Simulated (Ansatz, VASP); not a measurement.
One calculation of Al, two programs

```xyz
1
Lattice="2.6538 0.0000 0.0000 0.0000 2.6538 0.0000 0.0000 0.0000 2.5009" Properties=species:S:1:pos:R:3 pbc="T T T"
Al    0.0000    0.0000    1.2504
```

Alike in both runs: task single point; functional PBE; k mesh 6 × 6 × 6; occupations gaussian, width 0.1 eV; no spin polarisation.

|  | VASP | Ansatz |
| --- | --- | --- |
| version | VASP 6.6.1 | Ansatz 0.2.0 |
| potentials or method | VASP PAW PBE potentials, release 64 (Al) | scalar-relativistic, plane waves, PAW |
| plane-wave cutoff (eV) | 520 | 420 |
| valence electrons in the cell | 3 | 3 |

Ansatz gave:

```
gap on the k mesh at the Fermi level (eV)       : none
pressure (GPa)                                  : 10.9
largest component of the traceless stress (GPa) : 1.38
```

**Question.** What did VASP give for the same quantities?

**Answer.** gap on the k mesh at the Fermi level (eV): none; pressure (GPa): 10.9; largest component of the traceless stress (GPa): 1.37.

A gap of «none» marks a metal or a gap that the smearing closes. With one functional, cell and mesh, what is left measures potentials, basis and numerics.

Caveats: the k mesh is coarse (spacing up to 0.42 Å⁻¹), so the values aren't converged.
